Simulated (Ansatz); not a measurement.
# TiCo (Pm-3m) in Ansatz: settings compared

One crystal, TiCo, is run at these levels: PBE+D4, r2SCAN+rVV10; tasks: electron localisation function.

Program: Ansatz 0.2.0. These are calculated values, not measurements. Logs are shortened: lines on timing, memory, paths and dates and some standing lists are left out, and cuts for length are marked.

**1. The undisturbed crystal**

The structure is cubic, space group Pm-3m (No. 221). The conventional cell has a = 2.986 Å, b = 2.986 Å, c = 2.986 Å, α = 90.00°, β = 90.00°, γ = 90.00°. Co (site symmetry m-3m) has 8 Ti at 2.59 Å as nearest neighbours. Around Ti (site symmetry m-3m) lie 8 Co at 2.59 Å.

The cell comes from a database or a generator and needn't be the stable form of this composition.

**2. Electron localisation function, PBE+D4, collinear spin, ferromagnetic start (cell strained at random at fixed volume)**

input.yaml reads:

```yaml
crystal:
  lattice:
    - [3.020986, -0.054844, 0.022519]
    - [-0.054844, 2.945346, -0.012837]
    - [0.022519, -0.012837, 2.993723]
  atoms:
    - { symbol: Co, position: [0.5, 0.5, 0.5], spin: 2.0 }
    - { symbol: Ti, position: [0.0, 0.0, 0.0], spin: 1.0 }
hamiltonian:
  xc: pbe
  pseudopotentials:
    kind: nc
    accuracy: standard
    azcp: { Co: Co_ONCV_PBE-1.2.nc.azcp, Ti: Ti_ONCV_PBE-1.2.nc.azcp }
  dispersion: d4
magnetization:
  spin_polarized: true
kpoints:
  mp_grid: { grid: [7, 7, 7] }
scf:
  occupations: { method: tetrahedron }
output:
  forces: true
  stress: true
  write_density: true
  write_potential: true
  elf: true
  volumetric_format: npy
```

Potentials or basis: SG15 NC.

Launch:

```console
$ ansatz run input.yaml --threads 2 --pin off --max-ram 5120MiB --backend cpu --events-out ev --progress --plain --runs-dir out
```

Log:

```text
Warning: output.forces, output.stress, relax.cell or npt_langevin: where a Kohn–Sham band that disperses or a degenerate level is filled in part under the method tetrahedron, the forces or the stress that this run publishes need not agree with its energy (scf.occupations.method in the input reference, under Limitations); prefer a smearing scheme for the forces or the stress
Warning: the Co local potential departs from the Coulomb form −Z_val·e²/r beyond the output range its generator declares (r ≥ rlmax = 3.175 Å), by 9.7e-6 eV at r = 3.175 Å, where the relative departure is largest — the generator's own output ends at rlmax, and the psp8 form of the pseudopotential continues from there as the Coulomb form; what this file tabulates from there on, on a mesh lengthened to hold the pseudo-orbitals, enters the local form factor V_loc(G) up to the radial-integration cap, and the pseudo-atom of a solved shell of output.atomic_orbital_hamiltonian to the mesh's end or that pseudo-atom's wall. Between rlmax and the cap it acts on every electron at that distance from such an atom, its neighbours' electrons among them, so that a total energy or an equilibrium volume can move by far more than the departure's size suggests. Whether the tabulated tail or the Coulomb form is right for a file, this check does not tell: see pseudopotentials/README.md, § Coulomb-tail rule
Warning: the Ti local potential departs from the Coulomb form −Z_val·e²/r beyond the output range its generator declares (r ≥ rlmax = 3.175 Å), by 8.5e-6 eV at r = 3.175 Å, where the relative departure is largest — the generator's own output ends at rlmax, and the psp8 form of the pseudopotential continues from there as the Coulomb form; what this file tabulates from there on, on a mesh lengthened to hold the pseudo-orbitals, enters the local form factor V_loc(G) up to the radial-integration cap, and the pseudo-atom of a solved shell of output.atomic_orbital_hamiltonian to the mesh's end or that pseudo-atom's wall. Between rlmax and the cap it acts on every electron at that distance from such an atom, its neighbours' electrons among them, so that a total energy or an equilibrium volume can move by far more than the departure's size suggests. Whether the tabulated tail or the Coulomb form is right for a file, this check does not tell: see pseudopotentials/README.md, § Coulomb-tail rule
Warning: RAYON_NUM_THREADS=2 ignored (pool sized by the plan → 2); use --threads N
Engine: ansatz 0.2.0, aarch64-unknown-linux-gnu
Pseudopotentials: kind: nc
Pseudopotential: Co, nc, valence charge 17, recommended cutoff 1224.51238106946 eV (normal), <dir>
Pseudopotential: Ti, nc, valence charge 12, recommended cutoff 1224.51238106946 eV (normal), <dir>
Functional definition: PBE
  parameter kappa = 0.804
  parameter beta = 0.06672455060314922
  exchange = pbe_x(kappa = kappa, mu = beta*pi^2/3)
  correlation = pbe_c(beta = beta)
Crystal: 2 atoms, lattice volume = 26.627 Å³
Basis set: ecut = 1224.51238106946 eV, 2599 PW (Γ), exchange–correlation on 72×72×72 points (8 copies of the dense FFT grid, shifted against one another)
Bands: 20, of which v1, the nominal top of the filled ones, is band 15 counted from 1 (14 counted from 0)
Symmetry: 2 space group operations
Space group: P-1 (ITA 2), of the structure as read, at distance tolerance 3.0e-5 Å
Magnetic group: BNS 2.4 (UNI 4), of the structure as read, at distance tolerance 3.0e-5 Å
k-points: 172 of 343
Non-local potential: Co, projectors of the file, l = 0: 2, l = 1: 2, l = 2: 2
Non-local potential: Ti, projectors of the file, l = 0: 2, l = 1: 2, l = 2: 2
Initial density: superposition of atomic densities (chi_scale 0.1, normalization cell)
Starting moments: Σ|m| = 3 μB on 2 of 2 sites
Initial wavefunctions: plane waves of lowest kinetic energy (no species holds an atomic orbital)
Functional: x = pbe(κ = 0.804, μ = 0.2195149727645171), c = pbe(β = 0.06672455060314922)
SCF iter   1: F=—  HF=-5259.011948 eV  |F-HF|=—  |Δ(HF+E_count)|=         —  Δρ=1.23e-1 (↑1.23e-1 ↓1.06e-1)  dr2=4.59e0  dr2_m=2.40e0  M=0.991 μB ∫|m|=0.999 μB  β_m=0.30  ethr=3.10e-3  ⟨swp⟩=11.4  Hψ=58419  notcnv=0
preconditioner: auto → none  [metal: no gap  n_scr=6 (ndim 8)  ℏωp=25.9 eV  f_vac=0.000  sad-step TF]
SCF iter   2: F=—  HF=-5258.675242 eV  |F-HF|=—  |Δ(HF+E_count)|=   3.37e-1  Δρ=9.50e-2 (↑9.50e-2 ↓5.92e-2)  dr2=1.03e0  dr2_m=1.13e0  M=0.998 μB ∫|m|=1.074 μB  β_m=0.30  ethr=3.10e-3  ⟨swp⟩=2.0  Hψ=11159  notcnv=0  defer=186
SCF iter   3: F=—  HF=-5258.545318 eV  |F-HF|=—  |Δ(HF+E_count)|=   1.30e-1  Δρ=5.53e-2 (↑4.99e-2 ↓5.53e-2)  dr2=3.86e-1  dr2_m=5.91e-1  M=0.993 μB ∫|m|=1.048 μB  β_m=0.30  ethr=3.10e-3  ⟨swp⟩=2.4  Hψ=11425  notcnv=0  defer=186
SCF iter   4: F=—  HF=-5258.574490 eV  |F-HF|=—  |Δ(HF+E_count)|=   2.92e-2  Δρ=3.81e-2 (↑3.32e-2 ↓3.81e-2)  dr2=4.07e-2  dr2_m=2.92e-1  M=0.979 μB ∫|m|=1.076 μB  β_m=0.30  ethr=1.33e-3  ⟨swp⟩=2.0  Hψ=11150  notcnv=0  defer=185
SCF iter   5: F=—  HF=-5258.619427 eV  |F-HF|=—  |Δ(HF+E_count)|=   4.49e-2  Δρ=2.94e-2 (↑2.56e-2 ↓2.94e-2)  dr2=1.44e-1  dr2_m=1.61e-1  M=0.972 μB ∫|m|=1.048 μB  β_m=0.30  ethr=1.40e-4  ⟨swp⟩=2.3  Hψ=12209  notcnv=0  defer=185
SCF iter   6: F=—  HF=-5258.628048 eV  |F-HF|=—  |Δ(HF+E_count)|=   8.62e-3  Δρ=1.87e-2 (↑1.82e-2 ↓1.87e-2)  dr2=1.24e-3  dr2_m=8.29e-2  M=0.959 μB ∫|m|=1.063 μB  β_m=0.30  ethr=1.40e-4  ⟨swp⟩=2.3  Hψ=10689  notcnv=0  defer=189
Mixer restart at iter 6: flushing history
spin-set hold released at iteration 6 (site moments contracting): the magnetisation degrees of freedom join the quasi-Newton model from the next iteration; the mixer history was flushed
SCF iter   7: F=—  HF=-5258.639576 eV  |F-HF|=—  |Δ(HF+E_count)|=   1.15e-2  Δρ=1.45e-2 (↑1.29e-2 ↓1.45e-2)  dr2=6.39e-3  dr2_m=4.48e-2  M=0.953 μB ∫|m|=1.059 μB  β_m=0.64  ethr=4.29e-6  ⟨swp⟩=2.4  Hψ=13554  notcnv=0  defer=189
SCF iter   8: F=—  HF=-5258.761993 eV  |F-HF|=—  |Δ(HF+E_count)|=   1.22e-1  Δρ=3.94e-2 (↑2.86e-2 ↓3.94e-2)  dr2=1.54e0  dr2_m=1.43e-2  M=0.929 μB ∫|m|=1.149 μB  β_m=0.24  ethr=4.29e-6  ⟨swp⟩=4.1  Hψ=18310  notcnv=0  defer=189  recentre
SCF iter   9: F=—  HF=-5258.651801 eV  |F-HF|=—  |Δ(HF+E_count)|=   1.10e-1  Δρ=5.66e-3 (↑5.13e-3 ↓5.66e-3)  dr2=9.78e-5  dr2_m=7.04e-3  M=0.936 μB ∫|m|=1.070 μB  β_m=0.69  ethr=4.29e-6  ⟨swp⟩=3.1  Hψ=18281  notcnv=0  defer=196
SCF iter  10: F=—  HF=-5258.655551 eV  |F-HF|=—  |Δ(HF+E_count)|=   3.75e-3  Δρ=2.44e-3 (↑9.04e-4 ↓2.44e-3)  dr2=9.74e-4  dr2_m=6.58e-4  M=0.920 μB ∫|m|=1.101 μB  β_m=0.85  ethr=3.37e-7  ⟨swp⟩=3.0  Hψ=15471  notcnv=0  defer=196
SCF iter  11: F=—  HF=-5258.655982 eV  |F-HF|=—  |Δ(HF+E_count)|=   4.30e-4  Δρ=1.63e-3 (↑8.14e-4 ↓1.63e-3)  dr2=9.50e-4  dr2_m=1.19e-4  M=0.915 μB ∫|m|=1.135 μB  β_m=0.69  ethr=3.37e-7  ⟨swp⟩=3.2  Hψ=16284  notcnv=0  defer=196
SCF iter  12: F=—  HF=-5258.655887 eV  |F-HF|=—  |Δ(HF+E_count)|=   9.41e-5  Δρ=5.97e-4 (↑2.02e-4 ↓5.97e-4)  dr2=7.79e-5  dr2_m=3.39e-5  M=0.912 μB ∫|m|=1.150 μB  β_m=0.84  ethr=3.37e-7  ⟨swp⟩=3.0  Hψ=15598  notcnv=0  defer=196
SCF iter  13: F=—  HF=-5258.655869 eV  |F-HF|=—  |Δ(HF+E_count)|=   1.82e-5  Δρ=1.10e-4 (↑1.10e-4 ↓4.59e-5)  dr2=4.75e-6  dr2_m=7.92e-7  M=0.912 μB ∫|m|=1.154 μB  β_m=0.86  ethr=2.69e-7  ⟨swp⟩=2.4  Hψ=10697  notcnv=0  defer=196
SCF iter  14: F=—  HF=-5258.655879 eV  |F-HF|=—  |Δ(HF+E_count)|=   9.43e-6  Δρ=2.85e-5 (↑2.85e-5 ↓1.28e-5)  dr2=2.70e-7  dr2_m=5.46e-8  M=0.911 μB ∫|m|=1.156 μB  β_m=0.80  ethr=1.64e-8  ⟨swp⟩=2.2  Hψ=9942  notcnv=0  defer=196
iter 15 did not close the SCF: its close was put off for a magnetic moment that had not settled (scf_convergence_deferred on its scf_iter line)
SCF iter  15: F=-5258.655882 eV  HF=-5258.655882 eV  |F-HF|=1.10e-9  |Δ(HF+E_count)|=   2.89e-6  Δρ=8.83e-6 (↑8.83e-6 ↓3.79e-6)  dr2=9.41e-9  dr2_m=7.54e-9  M=0.911 μB ∫|m|=1.156 μB  β_m=0.83  ethr=3.45e-10  ⟨swp⟩=9.8  Hψ=40272  notcnv=0
SCF iter  16: F=-5258.655882 eV  HF=-5258.655882 eV  |F-HF|=1.50e-8  |Δ(HF+E_count)|=   1.30e-7  Δρ=4.48e-6 (↑3.46e-6 ↓4.48e-6)  dr2=1.69e-8  dr2_m=8.34e-10  M=0.911 μB ∫|m|=1.156 μB  ethr=3.24e-11  ⟨swp⟩=5.3  Hψ=39257  notcnv=0
SCF 1 converged in 16 iterations: F = -5258.655882 eV  dr2 = 1.69e-8
this state was not tested for a lower state beside it, because cold or Methfessel-Paxton smearing, or corrected tetrahedra, fill the levels in a way that the test cannot read (fill_not_monotonic; see scf.lower_state_search)
SCF converged after 16 iterations
Magnetization: 0.9111 μB (14.9556 up, 14.0444 down)
Absolute magnetization: 1.1560 μB (∫|ρ↑−ρ↓|)
Spin contamination: 0.0989 ħ² per cell (⟨S²⟩ above its minimum at these occupations)
Per-site moments (μB) at R_I (Å): [(1.0226121588460928, 1.0516483918627473), (-0.03369403049075024, 1.0516483918627473)]
Free energy (F): -5258.655882 eV
Harris-Foulkes:  -5258.655882 eV  (|F-HF|=1.50e-8)
Internal energy: -5258.654962 eV  (E = F + TS)
E sigma→0 (E₀):  -5258.655882 eV
Entropy (-TS):   -0.000920 eV (-0.460 meV/atom)
Fermi energy:    17.369085 eV
--- Per-component energies (eV) ---
  E_band       = -384.597760
  E_kinetic    = 2167.665964
  E_local      = -3006.280443  (includes V_loc(G=0)·N_el)
  E_nonlocal   = -1394.979952
  E_hartree    = 1296.082861
  E_xc         = -570.117718
  E_vxc        = -743.163797  (∫ρ·V_xc dr)
  E_ewald      = -3750.414055
  E_disp       = -0.611619  (pairwise vdW)
  E_smearing   = -0.000920  (= −TS)
  E_closure    = -0.000000  (closes the sum)
  Σ components = -5258.655882   (vs F -5258.655882, Δ=0.00e0)
--- Forces (eV/Å), atoms counted from 1 ---
  atom   1  Co     0.00000000     0.00000000     0.00000000
  atom   2  Ti     0.00000000     0.00000000     0.00000000
  max |Σ_I F_I| component: 0.00e0 eV/Å
--- Stress (GPa, compression-positive) ---
       -4.681869       2.388081      -0.956923
        2.388081      -0.717906       0.501734
       -0.956923       0.501734      -3.279956
  P = ⅓ Tr σ = -2.8932 GPa (-28.932 kbar)
--- Band table (eV; the first three rows and the last of 344) ---
  k-point 0 ↑: bands = ["-78.2961", "-41.6731", "-41.6567", "-41.6325", "-39.7467", "-15.8695", "-15.8564", "-15.8323", "9.6948", "13.0958", "13.1567", "15.3401", "15.4543", "15.5967", "17.7755", "17.9042", "19.9864", "20.0756", "20.1450", "25.9365"]
  k-point 1 ↑: bands = ["-78.2958", "-41.6730", "-41.6624", "-41.6321", "-39.7388", "-15.9129", "-15.8654", "-15.8284", "10.0923", "13.2619", "13.3107", "15.3274", "15.4966", "15.5771", "17.6440", "17.9158", "19.5262", "19.6484", "19.9914", "24.5988"]
  k-point 2 ↑: bands = ["-78.2952", "-41.6780", "-41.6700", "-41.6314", "-39.7211", "-16.0376", "-15.8569", "-15.8197", "11.1932", "13.6341", "13.6896", "15.3114", "15.4600", "15.6834", "17.2169", "17.7489", "18.6358", "18.8189", "19.8126", "22.2918"]
  k-point 171 ↓: bands = ["-77.4473", "-40.6244", "-40.5808", "-40.5615", "-39.7132", "-16.1404", "-15.9101", "-15.8851", "13.0588", "14.2683", "15.2271", "15.5484", "15.7981", "16.0434", "17.6476", "17.8445", "18.2570", "19.4003", "19.7935", "21.4727"]
```

It took 76 s on 2 threads of Arm Neoverse N1, shared host; peak memory 0.68 GiB.

Results:

```yaml
Free_energy: -5258.6559 eV
Pressure: -2.9 GPa
Band_gap_on_the_k_mesh: none (metal or under the smearing width)
Net_moment: 0.91 μB per cell
Absolute_moment: 1.16 μB per cell
Site_moments: Co +1.02; Ti -0.03 μB
```

Caveat: pairwise dispersion overbinds metals, which lowers pressure and volume; with tetrahedron occupations forces and stress needn't match the slope of the energy.

**3. Electron localisation function, r2SCAN+rVV10, collinear spin, ferrimagnetic start (volume scaled by 1.25)**

input.yaml reads:

```yaml
crystal:
  lattice:
    - [3.2166905526, 0.0, 0.0]
    - [0.0, 3.2166905526, 0.0]
    - [0.0, 0.0, 3.2166905526]
  atoms:
    - { symbol: Co, position: [0.5, 0.5, 0.5], spin: 2.0 }
    - { symbol: Ti, position: [0.0, 0.0, 0.0], spin: -0.5 }
hamiltonian:
  xc: r2scan
  pseudopotentials:
    kind: nc
    accuracy: standard
    azcp: { Co: Co_ONCV_PBE-1.2.nc.azcp, Ti: Ti_ONCV_PBE-1.2.nc.azcp }
  dispersion: rvv10
magnetization:
  spin_polarized: true
kpoints:
  mp_grid: { grid: [9, 9, 9] }
scf:
  occupations: { method: fermi_dirac, width: 0.05 }
output:
  forces: true
  stress: true
  eigenvalues: true
  write_density: true
  write_potential: true
  elf: true
  volumetric_format: npy
```

Potentials or basis: SG15 NC.

Launch:

```console
$ ansatz run input.yaml --threads 2 --pin off --max-ram 5120MiB --backend cpu --events-out ev --progress --plain --runs-dir out
```

Log:

```text
Warning: the Co local potential departs from the Coulomb form −Z_val·e²/r beyond the output range its generator declares (r ≥ rlmax = 3.175 Å), by 9.7e-6 eV at r = 3.175 Å, where the relative departure is largest — the generator's own output ends at rlmax, and the psp8 form of the pseudopotential continues from there as the Coulomb form; what this file tabulates from there on, on a mesh lengthened to hold the pseudo-orbitals, enters the local form factor V_loc(G) up to the radial-integration cap, and the pseudo-atom of a solved shell of output.atomic_orbital_hamiltonian to the mesh's end or that pseudo-atom's wall. Between rlmax and the cap it acts on every electron at that distance from such an atom, its neighbours' electrons among them, so that a total energy or an equilibrium volume can move by far more than the departure's size suggests. Whether the tabulated tail or the Coulomb form is right for a file, this check does not tell: see pseudopotentials/README.md, § Coulomb-tail rule
[... 77 lines left out ...]
  k-point 2 ↑: bands = ["-86.6192", "-48.9841", "-48.9798", "-48.9798", "-46.6449", "-21.5103", "-21.4517", "-21.4517", "6.9985", "8.9607", "9.0407", "10.5943", "10.5943", "10.7253", "13.7264", "13.8300", "15.2155", "15.2155", "15.8806", "18.2961"]
  k-point 34 ↓: bands = ["-84.7336", "-47.2329", "-46.2130", "-46.2130", "-46.2130", "-22.3783", "-22.3781", "-22.3781", "11.1442", "11.2644", "11.2644", "11.2849", "11.4348", "11.4348", "14.8643", "14.8643", "15.5238", "15.5238", "18.6606", "19.3933"]
```

v_z.tsv:

```text
# z_ang	v_es[eV]	v_tot_up[eV]	v_tot_dn[eV]
# format = ansatz-planar-average/11
# xc	r2scan
# density_cutoff_ev	4898.04952427784
# datasets	Co=:simpson_from_first_knot	Ti=:simpson_from_first_knot
# lattice	3.216690553	0.000000000	0.000000000
# lattice	0.000000000	3.216690553	0.000000000
# lattice	0.000000000	0.000000000	3.216690553
# sites	2
# site	27	1.608345276	1.608345276	1.608345276
# site	22	0.000000000	0.000000000	0.000000000
0.000000	1.249649e-1	-1.261966e1	-1.396089e1
0.080417	3.859692e-1	-1.236362e1	-1.367670e1
0.160835	1.126333e0	-1.152898e1	-1.290217e1
0.241252	2.237920e0	-1.015951e1	-1.161989e1
0.321669	3.594810e0	-8.617843e0	-9.983872e0
0.402086	5.056776e0	-7.029153e0	-8.143577e0
[... 32 lines left out ...]
3.055856	1.126333e0	-1.152898e1	-1.290217e1
3.136273	3.859692e-1	-1.236362e1	-1.367670e1
```

Wall time 39 s (2 threads of Arm Neoverse N1, shared host); peak memory 0.48 GiB.

Results:

```
Free energy            : -5256.8489 eV
Band gap on the k mesh : none (metal or under the smearing width)
Net moment             : 0.88 μB per cell
Absolute moment        : 2.97 μB per cell
Site moments           : Co +1.91; Ti -0.65 μB
```

Caveat: the rVV10 pressure on norm-conserving files is uncertain; the magnetic or orbital state may not be the lowest; the potentials were made for another functional, which shifts forces and pressure; pairwise dispersion overbinds metals, which lowers pressure and volume.
